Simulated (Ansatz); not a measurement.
AgCl: projected DOS by orbital

```yaml
crystal:
  lattice:
    - [0.00000, 2.80520, 2.80520]
    - [2.80520, 0.00000, 2.80520]
    - [2.80520, 2.80520, 0.00000]
  atoms:
    - { symbol: Ag, position: [0.00000, 0.00000, 0.00000] }
    - { symbol: Cl, position: [0.50000, 0.50000, 0.50000] }
```

Atoms are numbered in the order listed.

The structure comes from a relaxation in the same program, started in the rocksalt type, and has space group Fm-3m. Whether it is a known phase or the ground state wasn't checked.

Computed with DFT, PBE, all-electron LAPW, scalar-relativistic (Ansatz 0.2.0).

Sampling and basis: a Γ-centred 12×12×12 k mesh, Fermi–Dirac smearing of 0.08 eV, basis error target 0.5 meV/atom, no spin polarisation.

States per eV for one atom of each kind, in 0.4 eV bins named by their centres, from the valence-band top, projected on a minimal set of Löwdin-orthogonalised atomic shells; orbitals are real harmonics on the Cartesian axes, equal curves share a column, and empty bins are left out, as is all above 7.4 eV, near the top of the computed bands.

Ag1 4d:

```
# E all dz2=dx2-y2 dxz=dyz=dxy
-4.9 0.06 0.00 0.02
-4.5 0.48 0.12 0.08
-4.1 0.69 0.27 0.05
-3.7 2.24 0.87 0.17
-3.3 0.91 0.24 0.15
-2.9 0.30 0.06 0.06
-2.5 1.03 0.02 0.33
-2.1 8.91 0.79 2.44
-1.7 5.76 0.56 1.54
-1.3 1.61 0.65 0.10
-0.9 1.29 0.60 0.03
-0.5 1.07 0.52 0.01
-0.1 0.49 0.24 0.00
3.5 0.01 0.00 0.00
3.9 0.01 0.00 0.00
4.3 0.01 0.00 0.00
4.7 0.01 0.00 0.00
```

Cl2 3p:

```
# E all pz=px=py
-4.9 0.28 0.09
-4.5 1.80 0.60
-4.1 1.69 0.56
-3.7 3.67 1.22
-3.3 1.59 0.53
-2.9 0.45 0.15
-2.5 0.09 0.03
-2.1 0.23 0.08
-1.7 1.10 0.37
-1.3 0.76 0.25
-0.9 0.86 0.29
-0.5 0.90 0.30
-0.1 0.47 0.16
1.9 0.01 0.00
2.3 0.02 0.01
2.7 0.04 0.01
3.1 0.07 0.02
3.5 0.14 0.05
3.9 0.16 0.05
4.3 0.18 0.06
4.7 0.13 0.04
5.1 0.01 0.00
5.5 0.03 0.01
5.9 0.05 0.02
6.3 0.03 0.01
6.7 0.02 0.01
7.1 0.01 0.00
```

Ag1 5s:

```
# E all
-4.9 0.08
-4.5 0.38
-4.1 0.13
-3.7 0.04
-3.3 0.02
-2.1 0.02
-1.7 0.13
-1.3 0.06
-0.9 0.05
-0.5 0.01
1.1 0.01
1.5 0.03
1.9 0.05
2.3 0.07
2.7 0.22
3.1 0.39
3.5 0.59
3.9 0.67
4.3 0.69
4.7 0.48
5.1 0.04
5.5 0.09
5.9 0.14
6.3 0.08
6.7 0.03
7.1 0.02
```
